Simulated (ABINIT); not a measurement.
Rh in ABINIT: the effect of dispersion

Rh:

```
Rh
1.0
     0.00000    1.89785    1.89785
     1.89785    0.00000    1.89785
     1.89785    1.89785    0.00000
Rh
1
Direct
  0.00000 0.00000 0.00000
```

Alike in all runs:

| Quantity | Value |
| --- | --- |
| Program | ABINIT 10.8.3 (patched build) |
| Task | equation of state |
| Functional | PBE |
| Potentials or basis | JTH PAW PBE v2.0 |
| Cutoff | 435 eV |
| k mesh | 12 × 12 × 12 |
| Occupations | fermi-dirac, width 0.05 eV |
| Spin | no spin polarisation |

| dispersion | V0 of scaled cells (Å³/atom) | B0 (GPa) |
| --- | --- | --- |
| none | 14.05 | 251 |
| D3 | 13.63 | 277 |
| D3(BJ) | 13.64 | 277 |
| D2 | ? | ? |

**Question.** What does the run with dispersion D2 give?

**Answer.** V0 of scaled cells 13.49 Å³/atom; B0 266 GPa.

Caveats: pressures at fixed basis lie under the slope of the energies.
